Row 10 looks wrong. It is a vibration of a strongly ionic oxide, infrared light is allowed to excite it, and yet its intensity is only 0.27. Row 12, less than 4 cm⁻¹ higher, is about sixty times stronger. Between the two lies row 11, with an intensity of exactly zero. Three vibrations of almost the same frequency are thus nearly dark, dark and bright, so frequency alone doesn't decide how strongly a vibration absorbs.

Zone-centre optical phonons of monoclinic HfO2 (P2_1/c, 12 atoms in the cell; a = 5.096, b = 5.177, c = 5.271 Å, β = 99.6°), with atoms at rest in this cell and no LO–TO term. Linear response in Ansatz 0.2.0 with the PBEsol functional, plane-wave PAW, scalar-relativistic, without spin polarisation; cutoff 420 eV, k mesh 6×6×6.

| row | phonon frequency (cm⁻¹) | infrared intensity ((D/Å)²/amu) |
| --- | --- | --- |
| 1 | 116.0 | 0 |
| 2 | 127.0 | 0 |
| 3 | 129.6 | 0.038 |
| 4 | 130.2 | 0 |
| 5 | 143.7 | 0 |
| 6 | 163.0 | 0 |
| 7 | 179.1 | 0.869 |
| 8 | 226.6 | 19.5 |
| 9 | 238.2 | 0 |
| 10 | 246.1 | 0.273 |
| 11 | 249.6 | 0 |
| 12 | 249.9 | 16.8 |
| 13 | 309.6 | 63.1 |
| 14 | 324.0 | 0 |
| 15 | 325.5 | 0 |
| 16 | 331.0 | 26.5 |
| 17 | 342.7 | 36.7 |
| 18 | 376.1 | 0 |
| 19 | 385.0 | 42.3 |
| 20 | 390.8 | 0 |
| 21 | 400.5 | 28.4 |
| 22 | 482.3 | 0 |
| 23 | 490.1 | 13.5 |
| 24 | 500.8 | 0 |
| 25 | 501.9 | 19.8 |
| 26 | 537.8 | 0 |
| 27 | 557.0 | 0 |
| 28 | 591.7 | 13.6 |
| 29 | 616.9 | 0 |
| 30 | 641.1 | 0.042 |
| 31 | 652.0 | 0 |
| 32 | 718.8 | 15.6 |
| 33 | 755.8 | 0 |

What decides is the dipole that the moving atoms make together. The wavelength of infrared light is far longer than the unit cell, so at any moment its electric field is practically the same over many neighbouring cells. It can drive a vibration only if the charges in the cell shift on balance to one side. The infrared intensity $I$ is the square of this shift,

$$I=\Big|\sum_j \frac{Z_j\,\mathbf e_j}{\sqrt{M_j}}\Big|^2 ,$$

where $M_j$ is the mass of atom $j$, $\mathbf e_j$ its part in the normalised vibration, and $Z_j$ its Born charge, the dipole made per unit of displacement. A vibration full of moving charge can still be dark if the contributions cancel.

In row 11 they cancel by symmetry. The crystal has a centre of inversion, which sorts the twelve atoms into six pairs of equal partners. If partners move in opposite directions, their dipoles cancel exactly; if they move in the same direction, the dipoles can add. Six pairs and three directions give 18 patterns of each kind, and three of the second kind merely shift the whole crystal. That leaves 18 dark and 15 active vibrations, as the table has it. The dark ones are real vibrations, which Raman scattering can detect.

The near coincidence of rows 11 and 12 is therefore an accident. They belong to different symmetries and don't influence each other. They lie less than half a cm⁻¹ apart, so a slightly different setting of the calculation might exchange their order, but the dark one would stay dark.

Row 10 is a different matter. Within each pair its partners move together, so symmetry permits a dipole but doesn't promise a large one. To see what a large one takes, consider the simplest polar motion of an ionic crystal: all hafnium atoms move one way and all oxygen atoms the other, each set as a rigid block. Every positive and every negative charge then adds to the same dipole.

The strength of this motion can be estimated from charges and masses alone. Take it along the crystal axis b. The same calculation gives each of the four hafnium atoms a Born charge of 5.328 e in that direction, and the oxygen atoms together carry the opposite charge. The hafnium block weighs 714 amu and the oxygen block 128 amu, so the total charge $Q$ and the reduced mass $\mu$ are

$$Q=4\times5.328\,e=21.31\,e,\qquad \mu=\frac{714\times128}{714+128}=108.5\ \text{amu}.$$

With 1 e equal to 4.803 D/Å, the intensity of the pure motion would be

$$I_b=\frac{Q^2}{\mu}=\frac{(21.31\times4.803)^2}{108.5}\approx 97\ (\text{D/Å})^2/\text{amu}.$$

No row reaches this value. The strongest vibration polarised along b is row 17, with 36.7, or 38 % of the estimate. This suggests that row 17 contains a good part of the rigid motion, mixed with other movements. The percentage is a guide and no exact measure of the mixture, because the other movements can also add to the dipole or take from it.

Why the rigid motion is divided up can be seen from a more symmetric relative of this crystal. In cubic fluorite, the ideal structure from which the monoclinic one can be derived by distortion, the rigid motion is the only infrared-active vibration, with one frequency for all three directions. The monoclinic cell holds four formula units, which can also move out of step with one another. In fluorite such patterns make no net dipole. The distortion makes the bonds unequal, and unequal springs couple the rigid motion to every out-of-step pattern of the same symmetry. The single bright vibration thereby becomes a family: eight members polarised along b and seven polarised in the plane of a and c.

Mixing distributes brightness but doesn't create it. The vibrations form a complete set of independent motions. The forces between the atoms decide which motions these are and at what frequencies they run, but the set stays complete. The sum of all intensities therefore depends on Born charges and masses alone. It comes to 297 (D/Å)²/amu by this route and also by adding up the table. The agreement confirms the arithmetic; it doesn't test the calculation against nature, since both sums rest on the same charges.

The three rigid motions, one for each direction, hold 91 % of this total. The simple picture thus accounts for most of the brightness in the crystal. The rest arises mostly because an oxygen atom that moves along b also makes a dipole at right angles to b, and one that moves at right angles to b also makes a dipole along it. This sideways dipole has opposite signs in the two inversion pairs of each kind of oxygen atom, so it cancels in the rigid motion but adds up in some out-of-step motions. The unequal charges of the two kinds of oxygen atom contribute a little more. Where the picture fails is in the shares: how much each row receives depends on the forces, which the estimate leaves out.

The total is large for a chemical reason. With the textbook charges of +4 on hafnium and −2 on oxygen, the sum would be only 163. The Born charges are larger because the Hf–O bond is partly covalent. When the bond length changes, some electron density moves between oxygen and hafnium, and this flow adds to the dipole of the moving ions. Since the dipole enters as a square, a moderate increase in charge nearly doubles the intensity.

The shares also follow a pattern in frequency. About 79 % of the intensity lies between 220 and 410 cm⁻¹, and only 0.3 % lies below 200 cm⁻¹. General lattice dynamics suggests why. In the softest vibrations, neighbouring atoms move largely together and the bonds hardly change length, so positive and negative charges travel side by side. In the stiffest ones, oxygen atoms move against each other around the hafnium and part of their dipole cancels. The rigid motion changes bond lengths too, but its dipoles all point the same way, and the electric forces between them weaken the pull back to the rest positions. That lowers its frequency, so it can be expected in between.

Row 10 now makes sense. It is polarised in the plane of a and c, whereas row 12 is polarised along b, so the two can't exchange brightness however close their frequencies are. The vibrations with which row 10 does share are others, among them row 8 below it and rows 13, 16 and 19 above it. To judge by their intensities, rows 8 and 13 have taken up much of the rigid motion near a, rows 16 and 19 much of that near c. Row 10 is left with a pattern in which the dipoles of different parts of the cell almost cancel. Row 30 is nearly dark in the same sense, although it lies far higher in frequency.

Row 3 suggests one way in which such a cancellation can come about. It is polarised along b and has an intensity of 0.038. In this symmetry the two pairs of hafnium atoms must move in opposite directions along the other two axes, so their large dipoles there cancel. A small sideways dipole along b survives, because the surroundings of each hafnium atom are lopsided. With the oxygen atoms at rest, such a motion would have an intensity of 0.010 along one of these axes and 0.015 along the other, and at most 0.025 if it combined both. Row 3 has more, so other movements must add to its dipole. That row 3 is mainly a hafnium motion of this kind is a guess, though its low frequency fits a heavy atom. Row 7 has the same polarisation but is much brighter, so other movements must count for far more there.

The program's output below gives the counts, the shares and the rigid-motion estimates for all three directions. For anyone who reads infrared spectra of such an oxide, a practical rule follows. A weak or absent band is no sign that a vibration is absent, and a band that grows while its neighbour shrinks is no sign that the charges have changed. If the forces shift a little, vibrations of the same symmetry trade brightness among themselves. To judge whether the Born charges have changed, compare the intensity summed over all the bands, not the height of one.

Printed output of the fit:

```
optical modes expected from 12 atoms: 33
rows with zero intensity: 18
rows with nonzero intensity: 15
active rows weaker than 1 (D/Å)²/amu: 4
sum of all intensities, (D/Å)²/amu: 297
share of intensity below 200 cm⁻¹, percent: 0.3054
share of intensity from 220 to 410 cm⁻¹, percent: 78.64
share of intensity above 450 cm⁻¹, percent: 21.06
share of row 13 in the total, percent: 21.24
intensity-weighted rms frequency, cm⁻¹: 398.9
frequency of row 12 less row 10, cm⁻¹: 3.8
intensity of row 12 over row 10: 61.54
frequency of row 25 less row 24, cm⁻¹: 1.1
total intensity from Born charges and masses, (D/Å)²/amu: 297
oxygen share of that total, percent: 86.04
total intensity with nominal charges 4 and -2, (D/Å)²/amu: 163.3
total with Born charges over total with nominal charges: 1.819
intensity of a pure rigid-sublattice motion along x (near a), (D/Å)²/amu: 97.03
intensity of a pure rigid-sublattice motion along b, (D/Å)²/amu: 96.56
intensity of a pure rigid-sublattice motion along z (near c), (D/Å)²/amu: 78.13
share of the three rigid motions in the total, percent: 91.48
row 17 over the pure rigid motion along b: 0.3801
intensity of Hf pairs moving oppositely along x, O at rest, (D/Å)²/amu: 0.01043
intensity of Hf pairs moving oppositely along z, O at rest, (D/Å)²/amu: 0.01484
```
